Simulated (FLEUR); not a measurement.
# CdTe (F-43m) in FLEUR: further runs

The runs below take CdTe through equation of state, with LDA.

Everything below comes from runs of FLEUR MaX-R8.1 (later development tree). Logs are shortened: lines on timing, memory, paths and dates and some standing lists are left out, and cuts for length are marked.

**Measured values to compare with.**

From “Multiscale insight into the Cd1-xZnxTe vibrational-mechanical properties -- High-pressure experiments and ab initio calculations”, 2023, arxiv:2306.14539, for a powder of CdTe: bulk modulus 42 ± 2 GPa.

The runs below are set against these values where they give the same quantity.

## (1) The structure

The structure is cubic, space group F-43m (No. 216). The conventional cell has a = 6.410 Å, b = 6.410 Å, c = 6.410 Å, α = 90.00°, β = 90.00°, γ = 90.00°. Around Te (site symmetry -43m) lie 4 Cd at 2.78 Å. Cd (site symmetry -43m) is surrounded by 4 Te at 2.78 Å.

## (2) Equation of state, LDA, 30.95 Å³/atom (volume scaled by 0.94)

Contents of inp.xml:

```xml
<?xml version="1.0" encoding="UTF-8" standalone="no"?>
<fleurInput fleurInputVersion="0.39">
   <comment>
      CdTe                                                                                                
   </comment>
   <calculationSetup>
      <cutoffs Kmax="4.39" Gmax="13.6" GmaxXC="13.6" numbands="0"/>
      <scfLoop itmax="60" minDistance="0.00001" maxIterBroyd="15" imix="Anderson" alpha="0.05" precondParam="0.0" spinf="2.0" sdNocoIR="T"/>
      <coreElectrons ctail="T" frcor="F" kcrel="0" coretail_lmax="0"/>
      <xcFunctional name="vwn" relativisticCorrections="F"/>
      <magnetism jspins="1"/>
      <soc l_soc="F" theta="0.0" phi="0.0" spav="F"/>
      <expertModes spex="0" secvar="F"/>
      <geometryOptimization l_f="F" forcealpha="1.0" forcemix="BFGS" epsdisp="0.00001" epsforce="0.00001"/>
      <ldaU l_linMix="F" mixParam="0.05" spinf="1.0"/>
   </calculationSetup>
   <cell>
      <bzIntegration valenceElectrons="42.0" mode="hist" fermiSmearingEnergy="0.00183747">
         <kPointListSelection listName="default-1"/>
         <!-- k-points included here -->
         <xi:include xmlns:xi="http://www.w3.org/2001/XInclude" href="kpts.xml"> </xi:include>
      </bzIntegration>
      <!-- symmetry operations included here -->
      <xi:include xmlns:xi="http://www.w3.org/2001/XInclude" href="sym.xml"> </xi:include>
      <bulkLattice scale="0.9795861087">
         <bravaisMatrix>
            <row-1>    0.0000000000000000     6.0565722293429998     6.0565722293429998</row-1>
            <row-2>    6.0565722293429998     0.0000000000000000     6.0565722293429998</row-2>
            <row-3>    6.0565722293429998     6.0565722293429998     0.0000000000000000</row-3>
         </bravaisMatrix>
      </bulkLattice>
   </cell>
   <atomSpecies>
      <species name="Tellurium (Te)" element="Te" atomicNumber="52">
         <mtSphere radius="2.23" gridPoints="761" logIncrement="0.017"/>
         <atomicCutoffs lmax="9" lnonsphr="9"/>
         <electronConfig flipSpins="F">
            <coreConfig>(1s1/2) (2s1/2) (2p1/2) (2p3/2) (3s1/2) (3p1/2) (3p3/2) (4s1/2) (3d3/2) (3d5/2)</coreConfig>
            <valenceConfig>(4p1/2) (4p3/2) (5s1/2) (4d3/2) (4d5/2) (5p1/2) (5p3/2)</valenceConfig>
            <stateOccupation state="(5p1/2)" spinUp="0.666667" spinDown="0.666667"/>
            <stateOccupation state="(5p3/2)" spinUp="1.333333" spinDown="1.333333"/>
         </electronConfig>
         <energyParameters s="5" p="5" d="5" f="4"/>
         <lo type="SCLO" l="1" n="4" eDeriv="0"/>
         <lo type="SCLO" l="1" n="4" eDeriv="1"/>
         <lo type="SCLO" l="2" n="4" eDeriv="0"/>
         <lo type="SCLO" l="2" n="4" eDeriv="1"/>
         <lo type="SCLO" l="0" n="5" eDeriv="2"/>
         <lo type="SCLO" l="3" n="4" eDeriv="2"/>
      </species>
      <species name="Cadmium (Cd)" element="Cd" atomicNumber="48">
         <mtSphere radius="2.48" gridPoints="847" logIncrement="0.015"/>
         <atomicCutoffs lmax="10" lnonsphr="10"/>
         <electronConfig flipSpins="F">
            <coreConfig>(1s1/2) (2s1/2) (2p1/2) (2p3/2) (3s1/2) (3p1/2) (3p3/2) (3d3/2) (3d5/2)</coreConfig>
            <valenceConfig>(4s1/2) (4p1/2) (4p3/2) (5s1/2) (4d3/2) (4d5/2)</valenceConfig>
         </electronConfig>
         <energyParameters s="5" p="5" d="4" f="4"/>
         <lo type="SCLO" l="0" n="4" eDeriv="0"/>
         <lo type="SCLO" l="1" n="4" eDeriv="0"/>
         <lo type="SCLO" l="1" n="4" eDeriv="1"/>
         <lo type="SCLO" l="2" n="4" eDeriv="2"/>
         <lo type="SCLO" l="3" n="4" eDeriv="2"/>
      </species>
   </atomSpecies>
   <atomGroups>
      <atomGroup species="Tellurium (Te)">
         <relPos label="                   1">-1.000/4.000 -1.000/4.000 -1.000/4.000</relPos>
         <force calculate="T" relaxXYZ="TTT"/>
      </atomGroup>
      <atomGroup species="Cadmium (Cd)">
         <relPos label="                   2">.0000000000 .0000000000 .0000000000</relPos>
         <force calculate="T" relaxXYZ="TTT"/>
      </atomGroup>
   </atomGroups>
   <output dos="F" band="F" slice="F">
      <checks vchk="F" cdinf="F"/>
      <bandDOS minEnergy="-.5*Htr" maxEnergy="0.5*Htr" sigma="0.015" storeEVData="T"/>
      <vacuumDOS vacdos="F" integ="F" star="F" nstars="0" locx1="0.0" locy1="0.0" locx2="0.0" locy2="0.0" nstm="0" tworkf="0.0"/>
      <unfoldingBand unfoldBand="F" supercellX="1" supercellY="1" supercellZ="1"/>
      <plotting iplot="0" polar="F">
         <plot TwoD="T" vec1="  1.0  0.0  0.0" vec2="  0.0  1.0  0.0" vec3="  0.0  0.0  1.0" zero="  0.0  0.0  0.0" file="plot"/>
      </plotting>
      <chargeDensitySlicing numkpt="0" minEigenval="0.0" maxEigenval="0.0" nnne="0" pallst="F"/>
      <specialOutput eonly="F"/>
      <moessbauerParams electricFieldGradient="T" isomerShift="T" coreHyperfine="T" valenceHyperfine="T"/>
      <magneticCircularDichroism mcd="F" energyLo="-10.0" energyUp="0.0"/>
   </output>
  <!-- We include the file relax.xml here to enable relaxations (see documentation) -->
  <xi:include xmlns:xi="http://www.w3.org/2001/XInclude" href="relax.xml"> <xi:fallback/> </xi:include>
</fleurInput>
```

Potentials or basis: all-electron, FLAPW.

Command:

```console
$ inpgen -f crystal.txt -profile fastHighL
$ # inp.xml edited to the form shown
$ fleur_MPI
```

What it wrote:

```text
Welcome to FLEUR        (www.flapw.de)
      MaX-Release 8.1          (www.max-centre.eu)

 ========== k-point set info ==========
 Selected k-point list: default-1
 k-point list type: mesh
 7 x 7 x 7
 Number of k points: 20

 ------------Calculation Setup---------------------------
 Number of MPI-tasks      :            1
 Number of PE/node        :            1
 Number of OMP-threads    :            1
 Most efficient MPI parallelization for:
           1           2           4           5          10          20
 Additional eigenvalue parallelization possible
 Number of basis functions:          693
 Approximate size of matrices (H+S) per k-point:         0.014 GB
 --------------------------------------------------------
 Iteration:     1   Distance:       6.00995630 me/bohr^3
 Iteration:     2   Distance:       5.52109054 me/bohr^3
 Iteration:     3   Distance:       3.27555373 me/bohr^3
 Iteration:     4   Distance:       0.91588811 me/bohr^3
 Iteration:     5   Distance:       0.66612692 me/bohr^3
 Iteration:     6   Distance:       0.12023997 me/bohr^3
 Iteration:     7   Distance:       0.07764154 me/bohr^3
 Iteration:     8   Distance:       0.03571617 me/bohr^3
 Iteration:     9   Distance:       0.00430836 me/bohr^3
 Iteration:    10   Distance:       0.00354493 me/bohr^3
 Iteration:    11   Distance:       0.00026972 me/bohr^3
 Iteration:    12   Distance:       0.00012930 me/bohr^3
 Iteration:    13   Distance:       0.00003129 me/bohr^3
 Iteration:    14   Distance:       0.00000362 me/bohr^3

 ********************************************************************
 Run finished successfully
 Stop message:
   all done
 ********************************************************************
```

out.xml (last iteration):

```text
<iteration numberForCurrentRun="   14" overallNumber="   14">
         <energyParameters units="Htr">
            <atomicEP atomType="1" spin="1" branch="5s" branchLowest="-5.63" branchHighest="0.88" value="-0.2968297358"/>
            <atomicEP atomType="1" spin="1" branch="5p" branchLowest="-3.79" branchHighest="1.70" value="-0.0596435964"/>
            <atomicEP atomType="1" spin="1" branch="5d" branchLowest="-1.09" branchHighest="3.11" value="0.1418577193"/>
            <atomicEP atomType="1" spin="1" branch="4f" branchLowest="-9.99" branchHighest="1.74" value="0.2940038484"/>
            <loAtomicEP atomType="1" spin="1" branch="4p" branchLowest="-29.10" branchHighest="-3.79" value="-3.8126893659"/>
            <loAtomicEP atomType="1" spin="1" branch="4p" branchLowest="-29.10" branchHighest="-3.79" value="-3.8126893659"/>
            <loAtomicEP atomType="1" spin="1" branch="4d" branchLowest="-20.18" branchHighest="-1.09" value="-1.1387232691"/>
            <loAtomicEP atomType="1" spin="1" branch="4d" branchLowest="-20.18" branchHighest="-1.09" value="-1.1387232691"/>
            <loAtomicEP atomType="1" spin="1" branch="5s" branchLowest="-5.63" branchHighest="0.88" value="-0.2968297358"/>
            <loAtomicEP atomType="1" spin="1" branch="4f" branchLowest="-9.99" branchHighest="1.74" value="0.2940061742"/>
            <atomicEP atomType="2" spin="1" branch="5s" branchLowest="-3.56" branchHighest="1.25" value="0.0265107245"/>
            <atomicEP atomType="2" spin="1" branch="5p" branchLowest="-2.12" branchHighest="1.93" value="0.1866180302"/>
            <atomicEP atomType="2" spin="1" branch="4d" branchLowest="-14.14" branchHighest="-0.01" value="-0.1095241304"/>
            <atomicEP atomType="2" spin="1" branch="4f" branchLowest="-9.99" branchHighest="2.11" value="0.5022556955"/>
            <loAtomicEP atomType="2" spin="1" branch="4s" branchLowest="-26.58" branchHighest="-3.56" value="-3.5636846413"/>
            <loAtomicEP atomType="2" spin="1" branch="4p" branchLowest="-21.74" branchHighest="-2.12" value="-2.1421072145"/>
            <loAtomicEP atomType="2" spin="1" branch="4p" branchLowest="-21.74" branchHighest="-2.12" value="-2.1421072145"/>
            <loAtomicEP atomType="2" spin="1" branch="4d" branchLowest="-14.14" branchHighest="-0.01" value="-0.1179110328"/>
            <loAtomicEP atomType="2" spin="1" branch="4f" branchLowest="-9.99" branchHighest="2.11" value="0.5022580948"/>
         </energyParameters>
         <eigenvalues>
            <eigenvaluesAt spin="1" ikpt="1" k_x="0.00000000" k_y="0.00000000" k_z="0.00000000">
                      -3.8009187532       -3.8009187532       -3.8009187532       -3.5636798485       -2.1358767705
                      -2.1358767705       -2.1358767705       -1.1409151140       -1.1409151140       -1.1409151140
                      -1.1404328127       -1.1404328127       -0.2463989872       -0.1281057644       -0.1281057644
                      -0.1281057644       -0.1155535120       -0.1155535120        0.1897239103        0.1897239103
                       0.1897239103        0.2190551079        0.3536199204        0.3536199204        0.3536199204
                       0.4591164744        0.5464742027        0.5464742027        0.5547142485        0.5547142485
                       0.5547142485        0.6484978146        0.8934252584
            </eigenvaluesAt>
            <eigenvaluesAt spin="1" ikpt="2" k_x="0.00000000" k_y="0.00000000" k_z="0.14285714">
                      -3.8009177379       -3.8009177379       -3.8009176556       -3.5636797834       -2.1358776230
                      -2.1358767387       -2.1358767387       -1.1409092181       -1.1409016704       -1.1409016704
                      -1.1404191704       -1.1404191704       -0.2429505302       -0.1274161291       -0.1274161291
                      -0.1257828390       -0.1156180407       -0.1156180407        0.1306173914        0.1817822965
                       0.1817822965        0.2559029030        0.3562144397        0.3648063709        0.3648063709
                       0.4926057440        0.5070801412        0.5070801412        0.5413554329        0.6193289324
                       0.6193289324        0.7005984405        0.8477552423
[... 4 lines left out ...]
                      -1.1404161438       -1.1404161438       -0.2350983966       -0.1260375218       -0.1260375218
                      -0.1171954675       -0.1155524974       -0.1155524974        0.0609321629        0.1668304188
                       0.1668304188        0.2603204020        0.3780834424        0.3780834424        0.4027310011
[... 39 lines left out ...]
            <state n="2" l="1" j="0.5" energy="-134.2371292813" weight="1.0000000000"/>
            <state n="2" l="1" j="1.5" energy="-127.1745328086" weight="2.0000000000"/>
            <state n="3" l="0" j="0.5" energy="-26.5838278278" weight="1.0000000000"/>
            <state n="3" l="1" j="0.5" energy="-22.6128697428" weight="1.0000000000"/>
            <state n="3" l="1" j="1.5" energy="-21.3515366771" weight="2.0000000000"/>
            <state n="3" l="2" j="1.5" energy="-14.2966925936" weight="2.0000000000"/>
            <state n="3" l="2" j="2.5" energy="-14.0400793552" weight="3.0000000000"/>
         </coreStates>
         <allElectronCharges>
            <spinDependentCharge spin="1" total="100.0000000" interstitial="4.6377518" mtSpheres="95.3622482"/>
            <totalCharge value="99.9999999956"/>
         </allElectronCharges>
         <moessbauerParams unitsHFF="kG" unitsIS="e/bohr^3" unitsEFG="Htr/bohr^2">
            <coreIsomerShift atomType="1" isTotal="231267.13011">
               <shell n="1" l="0" isomerShift="200865.40864"/>
               <shell n="2" l="0" isomerShift="23911.64333"/>
               <shell n="2" l="1" isomerShift="630.31057"/>
               <shell n="3" l="0" isomerShift="4721.57182"/>
               <shell n="3" l="1" isomerShift="135.09004"/>
               <shell n="4" l="0" isomerShift="1003.10568"/>
               <shell n="3" l="2" isomerShift="0.00003"/>
            </coreIsomerShift>
            <coreIsomerShift atomType="2" isTotal="160874.96944">
               <shell n="1" l="0" isomerShift="141071.82874"/>
               <shell n="2" l="0" isomerShift="16272.20699"/>
               <shell n="2" l="1" isomerShift="357.21777"/>
               <shell n="3" l="0" isomerShift="3100.50337"/>
               <shell n="3" l="1" isomerShift="73.21255"/>
               <shell n="3" l="2" isomerShift="0.00001"/>
            </coreIsomerShift>
            <isomerShift atomType="1" nucleusRadius="0.0001189" averageDensity="231384.12842"/>
            <isomerShift atomType="2" nucleusRadius="0.0001140" averageDensity="161510.23238"/>
            <electricFieldGradient atomType="1" VXX="0.00000" VYY="0.00000" VZZ="0.00000" asymParam="0.00000">
            </electricFieldGradient>
            <electricFieldGradient atomType="2" VXX="0.00000" VYY="0.00000" VZZ="0.00000" asymParam="0.00000">
            </electricFieldGradient>
         </moessbauerParams>
         <totalEnergy                                    value="   -12382.2999611940" units="Htr">
            <sumOfEigenvalues                            value="    -7482.0967374417">
               <coreElectrons value="-7426.8963122063"/>
               <valenceElectrons value="-55.2004252354"/>
            </sumOfEigenvalues>
            <densityCoulombPotentialIntegral value="-20096.8571866473"/>
            <densityEffectivePotentialIntegral value="-20521.5279893122"/>
            <chargeDenXCDenIntegral value="-320.2391623001"/>
            <FockExchangeEnergyValence value="0.0000000000"/>
            <FockExchangeEnergyCore value="0.0000000000"/>
            <atomTypeDependentContributions atomType="1">
               <electronNucleiInteractionDifferentMTs value="8223.9340369917"/>
               <MadelungTerm value="-36.8256809533"/>
            </atomTypeDependentContributions>
            <atomTypeDependentContributions atomType="2">
               <electronNucleiInteractionDifferentMTs value="6773.6078886369"/>
               <MadelungTerm value="-18.6958508589"/>
            </atomTypeDependentContributions>
            <tkbTimesEntropy value="0.0000001139"/>
            <freeEnergy value="-12382.2999613079"/>
            <extrapolationTo0K value="-12382.2999612509"/>
         </totalEnergy>
         <densityConvergence units="me/bohr^3">
            <chargeDensity spin="1" distance="0.0000036156"/>
         </densityConvergence>
      </iteration>
```

Wall time 2.8 min (1 thread of Intel Xeon at 2.50GHz (Skylake/Cascade Lake), shared host); peak memory 0.09 GiB.

What came out:

```
Free energy                                           : -336939.5469 eV
Band gap on the k mesh                                : 0.80 eV, direct
Valence electrons inside the program's atomic spheres : Te 18.87; Cd 18.50 (radii Te 2.23, Cd 2.48 bohr)
```

Caveat: spin-orbit coupling is left out, which moves the levels of the heavy elements.

## (3) Equation of state, LDA, 31.60 Å³/atom (volume scaled by 0.96)

Edit inp.xml of step 2 so:

```diff
@@ -24,3 +24,3 @@
       <xi:include xmlns:xi="http://www.w3.org/2001/XInclude" href="sym.xml"> </xi:include>
-      <bulkLattice scale="0.9795861087">
+      <bulkLattice scale="0.9864848297">
          <bravaisMatrix>
```

Potentials or basis: all-electron, FLAPW.

Command:

```console
$ inpgen -f crystal.txt -profile fastHighL
$ # inp.xml edited to the form shown
$ fleur_MPI
```

Run time: 2.8 min. Hardware: 1 thread of Intel Xeon at 2.50GHz (Skylake/Cascade Lake), shared host; peak memory 0.09 GiB.

Results (log left out):

* Free energy: -336939.5688 eV
* Band gap on the k mesh: 0.73 eV, direct
* Valence electrons inside the program's atomic spheres: Te 18.86; Cd 18.48 (radii Te 2.23, Cd 2.48 bohr)

Caveat: spin-orbit coupling is left out, which moves the levels of the heavy elements.

## (4) Equation of state, LDA, 32.92 Å³/atom

Edit inp.xml of step 3 so:

```diff
@@ -24,3 +24,3 @@
       <xi:include xmlns:xi="http://www.w3.org/2001/XInclude" href="sym.xml"> </xi:include>
-      <bulkLattice scale="0.9864848297">
+      <bulkLattice scale="1.0000000000">
          <bravaisMatrix>
```

Command:

```console
$ inpgen -f crystal.txt -profile fastHighL
$ # inp.xml edited to the form shown
$ fleur_MPI
```

Wall time 2.9 min (1 thread of Intel Xeon at 2.50GHz (Skylake/Cascade Lake), shared host); peak memory 0.09 GiB.

The run converged. Its results:

```yaml
Free_energy: -336939.5846 eV
Band_gap_on_the_k_mesh: 0.61 eV, direct
Valence_electrons_inside_the_program's_atomic_spheres: Te 18.84; Cd 18.44 (radii Te 2.23, Cd 2.48 bohr)
```

Caveat: spin-orbit coupling is left out, which moves the levels of the heavy elements.

## (5) Equation of state, LDA, 34.24 Å³/atom (volume scaled by 1.04)

Edit inp.xml of step 4 so:

```diff
@@ -24,3 +24,3 @@
       <xi:include xmlns:xi="http://www.w3.org/2001/XInclude" href="sym.xml"> </xi:include>
-      <bulkLattice scale="1.0000000000">
+      <bulkLattice scale="1.0131594038">
          <bravaisMatrix>
```

Command:

```console
$ inpgen -f crystal.txt -profile fastHighL
$ # inp.xml edited to the form shown
$ fleur_MPI
```

Run time: 3.3 min. Hardware: 1 thread of Intel Xeon at 2.50GHz (Skylake/Cascade Lake), shared host; peak memory 0.09 GiB.

It converged, with:

| Property | Result |
| --- | --- |
| Free energy | -336939.5698 eV |
| Band gap on the k mesh | 0.49 eV, direct |
| Valence electrons inside the program's atomic spheres | Te 18.82; Cd 18.41 (radii Te 2.23, Cd 2.48 bohr) |

Caveat: spin-orbit coupling is left out, which moves the levels of the heavy elements.

## (6) Equation of state, LDA, 34.90 Å³/atom (volume scaled by 1.06)

Edit inp.xml of step 5 so:

```diff
@@ -24,3 +24,3 @@
       <xi:include xmlns:xi="http://www.w3.org/2001/XInclude" href="sym.xml"> </xi:include>
-      <bulkLattice scale="1.0131594038">
+      <bulkLattice scale="1.0196128224">
          <bravaisMatrix>
```

Potentials or basis: all-electron, FLAPW.

Command:

```console
$ inpgen -f crystal.txt -profile fastHighL
$ # inp.xml edited to the form shown
$ fleur_MPI
```

Run time: 3.4 min. Hardware: 1 thread of Intel Xeon at 2.50GHz (Skylake/Cascade Lake), shared host; peak memory 0.09 GiB.

The run converged. Its results:

```
Free energy                                           : -336939.5531 eV
Band gap on the k mesh                                : 0.43 eV, direct
Valence electrons inside the program's atomic spheres : Te 18.81; Cd 18.39 (radii Te 2.23, Cd 2.48 bohr)
```

Caveat: spin-orbit coupling is left out, which moves the levels of the heavy elements.

## (7) Equation of state, LDA

No new run: the results of the series are fitted here.

Results:

* Equilibrium volume: 32.89 Å³/atom
* Bulk modulus: 47 GPa
* Pressure derivative of the bulk modulus: 5.0 (rough: it moves with the points fitted)

Energy against volume, from the lowest point:
| volume (Å³/atom) | energy (meV/atom) |
| --- | --- |
| 30.947 | 18.88 |
| 31.605 | 7.94 |
| 32.922 | 0.00 |
| 34.239 | 7.41 |
| 34.897 | 15.76 |

The run has no spin-orbit coupling, so splittings on Te are missing.

## (8) Against experiment

Step 7. A measured bulk modulus of CdTe is 42 GPa (powder; quoted in “Multiscale insight into the Cd1-xZnxTe vibrational-mechanical properties -- High-pressure experiments and ab initio calculations”, 2023, arxiv:2306.14539); the calculated 47 GPa misses it by +10.8 %. The fit is for a static lattice scaled at fixed shape and fixed fractional positions.
